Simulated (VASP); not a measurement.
A run of VASP 6.6.1 is set up as follows.

File INCAR:

```
ALGO = Normal ; EDIFF = 1E-7
EDIFFG = -0.005 ; ENCUT = 600
IBRION = 2 ; ISIF = 3
ISMEAR = 0 ; LASPH = True
LCHARG = False ; LMIXTAU = True
LREAL = False ; LWAVE = False
METAGGA = R2SCAN ; NELM = 80
NSW = 90 ; PREC = Accurate
SIGMA = 0.1
```

The input KPOINTS:

```
k-points
0
Gamma
  18 18 10
```

POSCAR

```
Rh
1.0
    2.6923490400      0.0000000000      0.0000000000
   -1.3461745200      2.3316426600      0.0000000000
    0.0000000000      0.0000000000      4.3966059800
Rh
2
Direct
    0.3333333300      0.6666666700      0.2500000000
    0.6666666700      0.3333333300      0.7500000000
```

Potentials or basis: VASP PAW PBE potentials, release 64 (Rh_pv).

Command:

```sh
$ cat potpaw_PBE.64/Rh_pv/POTCAR > POTCAR
$ mpirun -np 1 vasp_std > vasp.out
```

Q: Estimate the space group after relaxing (to 0.05 Å).

A: P6_3/mmc (No. 194).

Q: Estimate the relaxed cell.

A: a = 2.707 Å, b = 2.707 Å, c = 4.355 Å, α = 90.00°, β = 90.00°, γ = 120.00°.

Step by step:
| step | energy change (eV) | largest force (eV/Å) | pressure (GPa) | volume (Å³) |
| --- | --- | --- | --- | --- |
| 1 | 0.0000 | 0.0000 | 0.37 | 27.60 |
| 2 | -0.0032 | 0.0000 | -0.87 | 27.72 |
| 3 | -0.0032 | 0.0000 | -0.71 | 27.71 |
| 4 | -0.0026 | 0.0000 | 1.57 | 27.49 |
| 5 | -0.0034 | 0.0000 | 0.01 | 27.64 |

Caveat: the PAW data sets were made with another functional, which shifts forces and pressure a little.
